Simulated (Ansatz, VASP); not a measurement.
# Two plane-wave programs on Si3S

```
CELL_PARAMETERS angstrom
-2.52192 2.52192 2.52192
2.52192 -2.52192 2.52192
2.52192 2.52192 -2.52192
ATOMIC_POSITIONS crystal
Si 0.00000 0.50000 0.50000
Si 0.50000 0.00000 0.50000
Si 0.50000 0.50000 0.00000
S 0.00000 0.00000 0.00000
```

Alike in both runs: task relaxation of cell and atoms; functional PBE; k mesh 14 × 14 × 14; occupations gaussian, width 0.1 eV; no spin polarisation.

|  | VASP | Ansatz |
| --- | --- | --- |
| version | VASP 6.6.1 | Ansatz 0.2.0 |
| potentials or method | VASP PAW PBE potentials, release 64 (Si, S) | scalar-relativistic, plane waves, PAW |
| plane-wave cutoff (eV) | 600 | 420 |
| valence electrons in the cell | 18 | 18 |

```csv
,VASP,Ansatz,Ansatz less VASP
"gap on the k mesh at the Fermi level, each at its own relaxed structure (eV)",none,none,-
relaxed volume (Å³/atom),16.10,16.11,+0.008
relaxed cell length with the largest relative difference (Å),4.374,4.374,+0.0007
```

A gap of «none» marks a metal or a gap that the smearing closes.
